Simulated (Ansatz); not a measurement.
# KCl: band gap under strain

How does strain move the band edges of the published phase of KCl, and do the functionals agree on it? States: -2.8 % biaxial strain in x and y, free along z; +5.7 % strain along x alone.

Program: Ansatz 0.2.0. PAW datasets, plane waves. Calculated at 0 K for a non-magnetic cell.

## Step 1: Starting point

The unstrained cell was relaxed with r2SCAN; in each strained cell the atoms were relaxed again with r2SCAN. Names of k-points are those of the unstrained zone, where strain can split equivalent points. First state: -2.8 % biaxial strain in x and y, free along z.

Space group I4/mmm (No. 139), tetragonal; a = 4.324 Å, c = 6.338 Å in the conventional setting, 29.62 Å³ an atom. Around K lie 6 Cl at 3.06–3.17 Å; around Cl lie 6 K at 3.06–3.17 Å.

Coordinates:

```
CELL_PARAMETERS angstrom
0.00000 3.05742 3.16899
3.05742 0.00000 3.16899
3.05742 3.05742 0.00000
ATOMIC_POSITIONS crystal
K 0.00000 0.00000 0.00000
Cl 0.50000 0.50000 0.50000
```

## Step 2: -2.8 % biaxial strain in x and y, free along z: PBE

File input.yaml:

```yaml
crystal:
  lattice:
    - [0.0, 3.0574203817, 3.168986719]
    - [3.0574203817, 0.0, 3.168986719]
    - [3.0574203817, 3.0574203817, 0.0]
  atoms:
    - { symbol: K, position: [0.0, 0.0, 0.0] }
    - { symbol: Cl, position: [0.5, 0.5, 0.5] }
kpoints:
  mp_grid: { grid: [8, 8, 8] }
  band_path:
    path:
      - [0.0, 0.0, 0.0]
      - [0.5, 0.0, 0.5]
      - [0.625, 0.25, 0.625]
      - [0.375, 0.375, 0.75]
      - [0.5, 0.5, 0.5]
      - [0.5, 0.25, 0.75]
    npoints: 1
hamiltonian:
  xc: pbe
scf:
  occupations: { method: fermi_dirac, width: 0.02 }
  n_extra_bands: 4
output:
  forces: true
  stress: true
  eigenvalues: true
```

The run is started by

```console
$ ansatz run input.yaml --threads 4 --pin off --max-ram 5529MiB --backend cpu --events-out ev --progress --plain --runs-dir out
```

The runs that follow: -2.8 % biaxial strain in x and y, free along z: r2SCAN; -2.8 % biaxial strain in x and y, free along z: HSE06; +5.7 % strain along x alone: PBE; +5.7 % strain along x alone: r2SCAN; +5.7 % strain along x alone: HSE06.

Before running it: what results should come out?

**Answer**, as computed:

Least gap in eV (negative: overlap):

```
                                         state   PBE  r2SCAN  HSE06
-2.8 % biaxial strain in x and y, free along z  5.35    5.99   6.67
                   +5.7 % strain along x alone  4.99    5.62   6.29
```

In words: Where both were run, the HSE06 gap lies +1.30 to +1.32 eV from PBE's, each on its own k points. In PBE the gap is least under +5.7 % strain along x alone (4.99 eV) and largest under -2.8 % biaxial strain in x and y, free along z (5.35 eV).
